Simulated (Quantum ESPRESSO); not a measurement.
Ta2N:

```
Ta N
1.0
     3.11286    0.00000    0.00000
    -1.55643    2.69582    0.00000
     0.00000    0.00000    4.86984
Ta N
2 1
Direct
  0.33333 0.66667 0.25471
  0.66667 0.33333 0.74529
  0.00000 0.00000 0.00000
```

The cell comes from a database or a generator and needn't be the stable form of this composition.

Base run:

- Program: Quantum ESPRESSO 7.5
- Functional: PBEsol
- Potentials or basis: GBRV 1.5 PBEsol
- Cutoff: 762 eV
- Density cutoff: 6095 eV
- k mesh: 10 × 10 × 6
- Occupations: fermi-dirac, width 0.05 eV
- Spin: no spin polarisation

Its results: band gap on the k mesh none (metal or under the smearing width); pressure -9.1 GPa; largest force 0.270 eV/Å.

Task: The run is repeated on the same cell with these changes: hubbard terms from none to Ta d U = 6 eV. What comes out?

Result: Band gap on the k mesh none (metal or under the smearing width); pressure -18.8 GPa; largest force 0.375 eV/Å.

Caveats: U without spin polarisation on a metal has little footing (some runs).
